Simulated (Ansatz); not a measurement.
# ZnAu: the cost of one run

Program: Ansatz 0.2.0. Level of theory: DFT PBE, scalar-relativistic, plane waves, PAW. These are calculated values, not measurements.

2 further runs of the same task are left out: 1 that didn't finish, 1 set aside as unsound or not needed.

**1. The structure to begin with**

The structure is cubic, space group Pm-3m (No. 221). Conventional cell: a = 3.147 Å, b = 3.147 Å, c = 3.147 Å, α = 90.00°, β = 90.00°, γ = 90.00°. Around Zn (site symmetry m-3m) lie 8 Au at 2.73 Å. Au (site symmetry m-3m) has 8 Zn at 2.73 Å as nearest neighbours.

Structure file:

```xyz
2
Lattice="3.1470 0.0000 0.0000 0.0000 3.1470 0.0000 0.0000 0.0000 3.1470" Properties=species:S:1:pos:R:3 pbc="T T T"
Zn    1.5735    1.5735    1.5735
Au    0.0000    0.0000    0.0000
```

The structure comes from the Crystallography Open Database.

**2. Reference: the cell as listed**

input.yaml

```yaml
crystal:
  lattice:
    - [3.147, 0.0, 0.0]
    - [0.0, 3.147, 0.0]
    - [0.0, 0.0, 3.147]
  atoms:
    - { symbol: Zn, position: [0.5, 0.5, 0.5] }
    - { symbol: Au, position: [0.0, 0.0, 0.0] }
basis:
  ecutwfc: 420
kpoints:
  mp_grid: { grid: [14, 14, 14] }
hamiltonian:
  xc: pbe
scf:
  occupations: { method: gaussian, width: 0.1 }
output:
  forces: true
  stress: true
  eigenvalues: true
  populations: true
```

Command:

```
> ansatz run input.yaml --threads 1 --pin off --max-ram 1331MiB --backend cpu --events-out ev --progress --plain --runs-dir out
```

Q: Estimate wall time and peak memory on 1 thread of an Arm CPU, shared host.

About 5.2 s, with a peak of 0.34 GiB.
